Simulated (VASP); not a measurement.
# Mn (P6_3/mmc) in VASP: notebook

Runs on Mn. Level: r2SCAN. Tasks: single point.

All numbers are computed with VASP 6.6.1; they aren't measurements. Logs are shortened: lines on timing, memory, paths and dates and some standing lists are left out, and cuts for length are marked.

### Step 1. The crystal as given

It takes space group P6_3/mmc (No. 194, hexagonal). The conventional cell has a = 2.484 Å, b = 2.484 Å, c = 4.026 Å, α = 90.00°, β = 90.00°, γ = 120.00°. Mn (site symmetry -6m2) has 12 Mn at 2.47 to 2.48 Å as nearest neighbours.

This isn't the form of Mn at room conditions, which is a 58-atom cubic cell.

### Step 2. Single point, r2SCAN, collinear spin, typed start

POSCAR reads:

```
Mn
1.0
    2.4836457705      0.0000000000      0.0000000000
   -1.2418228852      2.1509003313      0.0000000000
    0.0000000000      0.0000000000      4.0261950000
Mn
2
Direct
    0.6666666700      0.3333333300      0.7500000000
    0.3333333300      0.6666666700      0.2500000000
```

INCAR.step1 reads:

```
PREC = Accurate ; ENCUT = 520
ISMEAR = 0 ; SIGMA = 0.1
LREAL = F ; LASPH = T
NELM = 150 ; ISPIN = 2
MAGMOM = 4 4 ; LMAXMIX = 4
NBANDS = 24 ; GGA = PE
ALGO = Normal ; EDIFF = 1E-4
LWAVE = T ; LCHARG = F
```

INCAR.step2 reads:

```
PREC = Accurate ; ENCUT = 520
EDIFF = 1E-6 ; ISMEAR = 0
SIGMA = 0.1 ; LREAL = F
LASPH = T ; NELM = 150
ALGO = Normal ; ISIF = 2
LWAVE = F ; LCHARG = T
ISPIN = 2 ; MAGMOM = 4 4
LORBIT = 11 ; LMAXMIX = 4
METAGGA = R2SCAN ; LMIXTAU = T
LELF = T ; LVHAR = T
NBANDS = 24 ; ISTART = 1
```

KPOINTS reads:

```
regular mesh
0
Gamma
  9 9 4
```

Potentials or basis: VASP PAW PBE potentials, release 64 (Mn_pv).

Run with:

```console
$ cat potpaw_PBE.64/Mn_pv/POTCAR > POTCAR
$ cp INCAR.step1 INCAR
$ mpirun -np 1 vasp_std > vasp.out
$ cp INCAR.step2 INCAR
$ mpirun -np 1 vasp_std > vasp.out
```

OUTCAR:

```text
PREC = Accurate
   ENCUT = 520
   EDIFF = 1E-6
   ISMEAR = 0
   LREAL = F
   LASPH = T
   NELM = 150
   ISIF = 2
   ISPIN = 2
   LORBIT = 11
   METAGGA = R2SCAN
   ISTART = 1

 ion  position               nearest neighbor table
   1  0.667  0.333  0.750-   2 2.47   2 2.47   2 2.47   2 2.47   2 2.47   2 2.47
   2  0.333  0.667  0.250-   1 2.47   1 2.47   1 2.47   1 2.47   1 2.47   1 2.47

  LATTYP: Found a hexagonal cell.
 ALAT       =     2.4836457705
 C/A-ratio  =     1.6210826229

  Lattice vectors:

 A1 = (   2.4836457705,   0.0000000000,   0.0000000000)
 A2 = (  -1.2418228852,   2.1509003313,   0.0000000000)
 A3 = (   0.0000000000,   0.0000000000,   4.0261950000)

Analysis of symmetry for initial positions (statically):
=====================================================================
 Subroutine PRICEL returns:
 Original cell was already a primitive cell.

 Routine SETGRP: Setting up the symmetry group for a
 hexagonal supercell.

 Subroutine GETGRP returns: Found 24 space group operations
 (whereof 12 operations were pure point group operations)
 out of a pool of 24 trial point group operations.

The static configuration has the point symmetry D_3d.
 The point group associated with its full space group is D_6h.

Analysis of symmetry for dynamics (positions and initial velocities):
=====================================================================
 Subroutine PRICEL returns:
 Original cell was already a primitive cell.

 Routine SETGRP: Setting up the symmetry group for a
 hexagonal supercell.

 Subroutine GETGRP returns: Found 24 space group operations
 (whereof 12 operations were pure point group operations)
 out of a pool of 24 trial point group operations.

The dynamic configuration has the point symmetry D_3d.
 The point group associated with its full space group is D_6h.

Analysis of structural, dynamic, and magnetic symmetry:
=====================================================================
 Subroutine PRICEL returns:
 Original cell was already a primitive cell.

 Routine SETGRP: Setting up the symmetry group for a
 hexagonal supercell.

 Subroutine GETGRP returns: Found 24 space group operations
 (whereof 12 operations were pure point group operations)
 out of a pool of 24 trial point group operations.

The overall configuration has the point symmetry D_3d.
 The point group associated with its full space group is D_6h.

 Subroutine INISYM returns: Found 24 space group operations
 (whereof 12 operations are pure point group operations),
 and found     1 'primitive' translations

----------------------------------------------------------------------------------------

                                     Primitive cell

  volume of cell :      21.5082

  direct lattice vectors                    reciprocal lattice vectors
     2.483645770  0.000000000  0.000000000     0.402633907  0.232460795  0.000000000
    -1.241822885  2.150900331  0.000000000     0.000000000  0.464921589  0.000000000
     0.000000000  0.000000000  4.026195000     0.000000000  0.000000000  0.248373464

  length of vectors
     2.483645770  2.483645771  4.026195000     0.464921589  0.464921589  0.248373464

  position of ions in fractional coordinates (direct lattice)
     0.666666670  0.333333330  0.750000000
     0.333333330  0.666666670  0.250000000

  ion indices of the primitive-cell ions
   primitive index   ion index
                 1           1
                 2           2

----------------------------------------------------------------------------------------

 KPOINTS: regular mesh

Automatic generation of k-mesh.
 Grid dimensions read from file:
 generate k-points for:    9    9    4

 Generating k-lattice:

  Cartesian coordinates                     Fractional coordinates (reciprocal lattice)
     0.044737101  0.025828977  0.000000000     0.111111111  0.000000000  0.000000000
     0.000000000  0.051657954  0.000000000     0.000000000  0.111111111  0.000000000
     0.000000000  0.000000000  0.062093366     0.000000000  0.000000000  0.250000000

  Length of vectors
     0.051657954  0.051657954  0.062093366

  Shift w.r.t. Gamma in fractional coordinates (k-lattice)
     0.000000000  0.000000000  0.000000000

 Subroutine IBZKPT returns following result:
 ===========================================

 Found     36 irreducible k-points:

 Following reciprocal coordinates:
            Coordinates               Weight
  0.000000  0.000000  0.000000      1.000000
  0.111111  0.000000  0.000000      6.000000
  0.222222 -0.000000  0.000000      6.000000
  0.333333  0.000000  0.000000      6.000000
  0.444444 -0.000000  0.000000      6.000000
  0.111111  0.111111  0.000000      6.000000
[... 16 lines left out ...]
  0.333333  0.222222  0.250000     24.000000
  0.333333  0.333333  0.250000      4.000000
 [... further k-points ...]
   k-points           NKPTS =     36   k-points in BZ     NKDIM =     36   number of bands    NBANDS=     24
   number of dos      NEDOS =    301   number of ions     NIONS =      2
   total plane-waves  NPLWV =   9720
   dimension x,y,z NGX =    18 NGY =   18 NGZ =   30
   dimension x,y,z NGXF=    36 NGYF=   36 NGZF=   60
   ions per type =               2
   NGX,Y,Z   is equivalent  to a cutoff of  12.05, 12.05, 12.39 a.u.
   NGXF,Y,Z  is equivalent  to a cutoff of  24.10, 24.10, 24.77 a.u.
 SYSTEM =  unknown system
   PREC   = accura    normal or accurate (medium, high low for compatibility)
   ISTART =      1    job   : 0-new  1-cont  2-samecut
   ICHARG =      0    charge: 1-file 2-atom 10-const
   ISPIN  =      2    spin polarized calculation?
   LNONCOLLINEAR =      F non collinear calculations
   LSORBIT =      F    spin-orbit coupling
   LASPH  =      T    aspherical Exc in radial PAW
   ENCUT  =  520.0 eV  38.22 Ry    6.18 a.u.   4.62  4.62  7.49*2*pi/ulx,y,z
   NELM   =    150;   NELMIN=  2; NELMDL=  0     # of ELM steps
   EDIFF  = 0.1E-05   stopping-criterion for ELM
   LREAL  =      F    real-space projection
   EDIFFG = 0.1E-04   stopping-criterion for IOM
   NSW    =      0    number of steps for IOM
   IBRION =     -1    ionic relax: 0-MD 1-quasi-New 2-CG
   NFREE  =      0    steps in history (QN), initial steepest desc. (CG)
   ISIF   =      2    stress and relaxation
   ISYM   =      2    0-nonsym 1-usesym 2-fastsym
[... 21 lines left out ...]
   LEPSILON=     F    determine dielectric tensor
   LRPA    =     F    only Hartree local field effects (RPA)
 spin polarized calculation
 Gauss-broadening in eV      SIGMA  =   0.10
  energy-cutoff  :      520.00
  volume of cell :       21.51
 maximum number of plane-waves:       590
   NGX =  9   NGY =  9   NGZ = 15

 number of electron      26.0000029 magnetization      -0.0000239

 number of electron      26.0000029 magnetization       0.0000128

 Free energy of the ion-electron system (eV)
  ---------------------------------------------------
  ext. energy  EPLUGINS =         0.00000000
  ---------------------------------------------------
  free energy    TOTEN  =       -28.51641827 eV

  energy without entropy =      -28.50150935  energy(sigma->0) =      -28.50896381

 E-fermi :  10.2395     XC(G=0): -15.4027

 val. band max:       10.2341840917   @ k =   0.1111   0.0000   0.0000
 cond. band min:      10.2406676347   @ k =   0.4444   0.1111   0.2500
 fundamental gap:      0.0064835430
 Fermi energy:        10.2395072389

 spin component 1

 k-point     1 :       0.0000    0.0000    0.0000
  band No.  band energies     occupation
      1     -39.8516      1.00000
      2     -39.1601      1.00000
      3     -39.1600      1.00000
      4     -39.0530      1.00000
      5     -39.0529      1.00000
      6     -39.0476      1.00000
[... 16 lines left out ...]
     23      37.7380      0.00000
     24      37.7381      0.00000

 k-point     2 :       0.1111    0.0000    0.0000
  band No.  band energies     occupation
      1     -39.8199      1.00000
      2     -39.2291      1.00000
      3     -39.1818      1.00000
      4     -39.1244      1.00000
      5     -39.0632      1.00000
      6     -39.0595      1.00000
[... 16 lines left out ...]
     23      35.2394      0.00000
     24      36.8987      0.00000

 k-point     3 :       0.2222   -0.0000    0.0000
  band No.  band energies     occupation
      1     -39.7329      1.00000
      2     -39.4056      1.00000
      3     -39.2997      1.00000
      4     -39.2349      1.00000
      5     -39.0961      1.00000
      6     -39.0913      1.00000
[... 16 lines left out ...]
     23      32.5236      0.00000
     24      35.1109      0.00000
[... 514 lines left out ...]
 k-point    23 :       0.3333    0.2222    0.2500
  band No.  band energies     occupation
      1     -39.7055      1.00000
      2     -39.6440      1.00000
      3     -39.4824      1.00000
      4     -39.3616      1.00000
      5     -39.2933      1.00000
      6     -39.2031      1.00000
[... 16 lines left out ...]
     23      28.4121      0.00000
     24      31.7577      0.00000

 k-point    24 :       0.3333    0.3333    0.2500
  band No.  band energies     occupation
      1     -39.6183      1.00000
      2     -39.6183      1.00000
      3     -39.5996      1.00000
      4     -39.4261      1.00000
      5     -39.2514      1.00000
      6     -39.2514      1.00000
[... 16 lines left out ...]
     23      30.0380      0.00000
     24      32.0714      0.00000

 [... further k-points ...]

 spin component 2

 k-point     1 :       0.0000    0.0000    0.0000
  band No.  band energies     occupation
      1     -39.8516      1.00000
      2     -39.1601      1.00000
      3     -39.1600      1.00000
      4     -39.0530      1.00000
      5     -39.0528      1.00000
      6     -39.0476      1.00000
[... 16 lines left out ...]
     23      37.7380      0.00000
     24      37.7381      0.00000

 k-point     2 :       0.1111    0.0000    0.0000
  band No.  band energies     occupation
      1     -39.8198      1.00000
      2     -39.2291      1.00000
      3     -39.1818      1.00000
      4     -39.1244      1.00000
      5     -39.0632      1.00000
      6     -39.0595      1.00000
[... 16 lines left out ...]
     23      35.2394      0.00000
     24      36.8987      0.00000

 k-point     3 :       0.2222   -0.0000    0.0000
  band No.  band energies     occupation
      1     -39.7329      1.00000
      2     -39.4056      1.00000
      3     -39.2997      1.00000
      4     -39.2349      1.00000
      5     -39.0961      1.00000
      6     -39.0913      1.00000
[... 16 lines left out ...]
     23      32.5236      0.00000
     24      35.1109      0.00000
[... 514 lines left out ...]
 k-point    23 :       0.3333    0.2222    0.2500
  band No.  band energies     occupation
      1     -39.7055      1.00000
      2     -39.6440      1.00000
      3     -39.4824      1.00000
      4     -39.3616      1.00000
      5     -39.2933      1.00000
      6     -39.2031      1.00000
[... 16 lines left out ...]
     23      28.4121      0.00000
     24      31.7577      0.00000

 k-point    24 :       0.3333    0.3333    0.2500
  band No.  band energies     occupation
      1     -39.6183      1.00000
      2     -39.6183      1.00000
      3     -39.5996      1.00000
      4     -39.4261      1.00000
      5     -39.2514      1.00000
      6     -39.2514      1.00000
[... 16 lines left out ...]
     23      30.0380      0.00000
     24      32.0713      0.00000

 [... further k-points ...]

------------------------ aborting loop because EDIFF is reached ----------------------------------------

  FORCE on cell =-STRESS in cart. coord.  units (eV):
  Direction    XX          YY          ZZ          XY          YZ          ZX
  --------------------------------------------------------------------------------------
  -------------------------------------------------------------------------------------
  Total       -1.2504561     -1.2504561     -1.0811616     -0.0000000      0.0000000      0.0000000
  in kB      -93.1481614    -93.1481614    -80.5371869     -0.0000000      0.0000000      0.0000000
  external PRESSURE =     -88.9445033 kB  Pullay stress =       0.0000000 kB

 VOLUME and BASIS-vectors are now :
 -----------------------------------------------------------------------------
  energy-cutoff  :      520.00
  volume of cell :       21.51
      direct lattice vectors                 reciprocal lattice vectors
     2.483645770  0.000000000  0.000000000     0.402633907  0.232460795  0.000000000
    -1.241822885  2.150900331  0.000000000     0.000000000  0.464921589  0.000000000
     0.000000000  0.000000000  4.026195000     0.000000000  0.000000000  0.248373464

 POSITION                                       TOTAL-FORCE (eV/Angst)
 -----------------------------------------------------------------------------------
      1.24182      0.71697      3.01965        -0.000000      0.000000      0.000000
     -0.00000      1.43393      1.00655         0.000000     -0.000000      0.000000
 -----------------------------------------------------------------------------------
    total drift:                               -0.000002      0.000001     -0.000000

  FREE ENERGIE OF THE ION-ELECTRON SYSTEM (eV)
  ---------------------------------------------------
  free  energy   TOTEN  =       -28.5164182711 eV

  energy  without entropy=      -28.5015093508  energy(sigma->0) =      -28.50896381

 total charge

# of ion       s       p       d       tot
------------------------------------------
    1        0.463   6.415   5.132  12.009
    2        0.463   6.415   5.132  12.009
--------------------------------------------------
tot          0.925  12.830  10.264  24.019

 magnetization (x)

# of ion       s       p       d       tot
------------------------------------------
    1       -0.000   0.000   0.000   0.000
    2       -0.000   0.000   0.000   0.000
--------------------------------------------------
tot         -0.000   0.000   0.000   0.000
```

Run time: 1.9 min. Hardware: 1 thread of Intel Xeon Platinum 8375C at 2.90GHz (Ice Lake), shared host; peak memory 0.15 GiB.

What came out:

- Free energy: -28.5164 eV
- Pressure: -8.9 GPa
- Band gap on the k mesh: none (metal or under the smearing width)
- Net moment: 0.00 μB per cell
- Valence electrons inside the program's atomic spheres: Mn 12.01

Levels at points of the mesh, in eV from the Fermi level:
Spin up:
| k point | band 11 | band 12 | band 13 | band 14 | band 15 | band 16 |
| --- | --- | --- | --- | --- | --- | --- |
| (0.00, 0.00, 0.00) | -0.96 | -0.48 | -0.48 | 0.09 | 0.09 | 0.55 |
| (0.00, 0.00, 0.50) | -1.04 | -1.04 | -1.04 | -1.04 | 1.25 | 1.25 |
Spin down:
```csv
k point,band 11,band 12,band 13,band 14,band 15,band 16
"(0.00, 0.00, 0.00)",-0.96,-0.48,-0.48,0.09,0.09,0.55
"(0.00, 0.00, 0.50)",-1.04,-1.04,-1.04,-1.04,1.25,1.25
```

Caveat: the k mesh is coarse (spacing up to 0.39 Å⁻¹), so the values aren't converged; the starting moments collapsed, and a magnetic state may lie lower; the PAW data sets were made with another functional, which shifts forces and pressure a little.

### Step 3. Single point, r2SCAN

This run uses another cell than the first one, of 10.41 Å³/atom, 0.968 times its volume.

POSCAR reads:

```
Mn
1.0
    2.4549983154      0.0000000000      0.0000000000
   -1.2274991577      2.1260909074      0.0000000000
    0.0000000000      0.0000000000      3.9892465849
Mn
2
Direct
    0.6666666667      0.3333333333      0.7500000000
    0.3333333333      0.6666666667      0.2500000000
```

INCAR.step1 reads:

```
SYSTEM = Mn
PREC = Accurate
ENCUT = 520
ISMEAR = 0
SIGMA = 0.1
LREAL = .FALSE.
LASPH = .TRUE.
NELM = 100
NBANDS = 20
GGA = PE
ALGO = Normal
EDIFF = 1E-4
LWAVE = .TRUE.
LCHARG = .FALSE.
```

INCAR.step2 reads:

```
SYSTEM = Mn
PREC = Accurate
ENCUT = 520
EDIFF = 1E-6
ISMEAR = 0
SIGMA = 0.1
LREAL = .FALSE.
LASPH = .TRUE.
NELM = 100
ALGO = Normal
ISIF = 2
LWAVE = .FALSE.
LCHARG = .FALSE.
METAGGA = R2SCAN
LMIXTAU = .TRUE.
NBANDS = 20
ISTART = 1
```

KPOINTS reads:

```
regular mesh
0
G
  21 21 10
  0 0 0
```

Potentials or basis: VASP PAW PBE potentials, release 64 (Mn_pv).

Run with:

```console
$ cat potpaw_PBE.64/Mn_pv/POTCAR > POTCAR
$ cp INCAR.step1 INCAR
$ mpirun -np 1 vasp_std > vasp.out
$ cp INCAR.step2 INCAR
$ mpirun -np 1 vasp_std > vasp.out
```

It took 5 min on 1 thread of AMD EPYC 7R13 (Zen 3), shared host; peak memory 0.18 GiB.

The run converged. Its results:

```
Free energy            : -28.5379 eV
Pressure               : 0.3 GPa
Band gap on the k mesh : none (metal or under the smearing width)
```

Stress tensor (GPa, compression positive):
```
0.18 0.00 0.00
0.00 0.18 0.00
0.00 0.00 0.49
```

Levels at points of the mesh, in eV from the Fermi level:
```tsv
k point	band 10	band 11	band 12	band 13	band 14	band 15	band 16	band 17
(0.00, 0.00, 0.00)	-1.01	-1.01	-0.51	-0.51	0.11	0.11	0.57	1.76
(0.00, 0.00, 0.50)	-1.73	-1.09	-1.09	-1.09	-1.09	1.31	1.31	1.31
```

Caveat: the PAW data sets were made with another functional, which shifts forces and pressure a little; the run has no spin polarisation, though such a crystal can be magnetic.

### Step 4. Single point, r2SCAN, collinear spin, typed start

This run uses another cell than the first one, of 10.41 Å³/atom, 0.968 times its volume.

POSCAR reads:

```
Mn
1.0
    2.4552367535      0.0000000000      0.0000000000
   -1.2276183767      2.1262974009      0.0000000000
    0.0000000000      0.0000000000      3.9890818696
Mn
2
Direct
    0.6666666667      0.3333333333      0.7500000000
    0.3333333333      0.6666666667      0.2500000000
```

INCAR.step1 reads:

```
PREC = Accurate
ENCUT = 520
ISMEAR = 0
SIGMA = 0.1
LREAL = F
LASPH = T
NELM = 150
ISPIN = 2
MAGMOM = 0.2 0.2
LMAXMIX = 4
NBANDS = 24
GGA = PE
ALGO = Normal
EDIFF = 1E-4
LWAVE = T
LCHARG = F
```

INCAR.step2 reads:

```
PREC = Accurate
ENCUT = 520
EDIFF = 1E-7
ISMEAR = 0
SIGMA = 0.1
LREAL = F
LASPH = T
NELM = 150
ALGO = Normal
ISIF = 2
LWAVE = F
LCHARG = T
ISPIN = 2
MAGMOM = 0.2 0.2
LORBIT = 11
LMAXMIX = 4
METAGGA = R2SCAN
LMIXTAU = T
LELF = T
LVHAR = T
NBANDS = 24
ISTART = 1
```

KPOINTS reads:

```
Automatic mesh
0
Gamma
  9 9 6
```

Run with:

```console
$ cat potpaw_PBE.64/Mn_pv/POTCAR > POTCAR
$ cp INCAR.step1 INCAR
$ mpirun -np 1 vasp_std > vasp.out
$ cp INCAR.step2 INCAR
$ mpirun -np 1 vasp_std > vasp.out
```

Run time: 3.2 min. Hardware: 1 thread of AMD EPYC 7R13 (Zen 3), shared host; peak memory 0.13 GiB.

The run converged. Its results:

```
Free energy                                           : -28.5327 eV
Pressure                                              : 0.5 GPa
Band gap on the k mesh                                : none (metal or under the smearing width)
Net moment                                            : 0.00 μB per cell
Valence electrons inside the program's atomic spheres : Mn 12.08
```

Stress tensor (GPa, compression positive):
```
0.39 0.00 0.00
0.00 0.39 0.00
0.00 0.00 0.59
```

Levels at points of the mesh, in eV from the Fermi level:
Spin up:
```
           k point  band 10  band 11  band 12  band 13  band 14  band 15  band 16  band 17
(0.00, 0.00, 0.00)    -1.01    -1.01    -0.51    -0.51     0.10     0.10     0.57     1.76
(0.00, 0.00, 0.50)    -1.73    -1.09    -1.09    -1.09    -1.09     1.30     1.30     1.30
```
Spin down:
```csv
k point,band 10,band 11,band 12,band 13,band 14,band 15,band 16,band 17
"(0.00, 0.00, 0.00)",-1.01,-1.01,-0.51,-0.51,0.10,0.10,0.57,1.76
"(0.00, 0.00, 0.50)",-1.73,-1.09,-1.09,-1.09,-1.09,1.30,1.30,1.30
```

Caveat: the PAW data sets were made with another functional, which shifts forces and pressure a little.
